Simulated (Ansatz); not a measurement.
Runs of Ansatz 0.2.0 on Zr. The structure is hexagonal, space group P6_3/mmc (No. 194). Conventional cell: a = 3.232 Å, b = 3.232 Å, c = 5.147 Å, α = 90.00°, β = 90.00°, γ = 120.00°. Around Zr (site symmetry -6m2) lie 12 Zr at 3.18 to 3.23 Å. 

```tsv
task	level	spin	cell	k mesh	points for each segment of the path	mesh quality	gap on the mesh (eV)	pressure (GPa)	relaxed volume (Å³/atom)
band structure	PBEsol	off	as given	9 × 9 × 5	14	not flagged	none	(a)	-
band structure	LDA	SOC, no magnetisation	as given	7 × 7 × 4	14	not flagged	none	-6.0	-
relaxation of cell and atoms	HSE06	off	relaxed	5 × 5 × 3	-	coarse	none	0.0	(b)
relaxation of cell and atoms	RPBE+D3(BJ)	off	relaxed	9 × 9 × 5	-	not flagged	-	0.0	17.42
band structure	PBEsol	SOC, no magnetisation	as given	7 × 7 × 4	14	not flagged	none	-3.2	-
```

Alike in all rows: potentials or basis Ansatz PAW; cutoff (eV) 420; smearing fermi-dirac 0.05 eV.

Problem. Fill in the values left out.

Solution. (a) -3.3; (b) 23.39.

Caveats: some runs use coarse meshes; the PAW data sets come from PBE, with cores solved anew for the run's functional, which leaves a small shift of forces and pressure; the plane-wave basis is chosen anew once the cell has moved, so the energies of steps on either side of that aren't comparable (some runs); the volume moved by over 15 % at a fixed basis, so the end points are rough (some runs); the volume moved by -25 % from the deposited cell, more than functionals usually miss (some runs).

A k mesh can miss the band edges, and rows without SOC leave out spin-orbit coupling on Zr.

A gap of «none» marks a metal or a gap under the smearing width.

Runs at the PBE level aren't shown here.
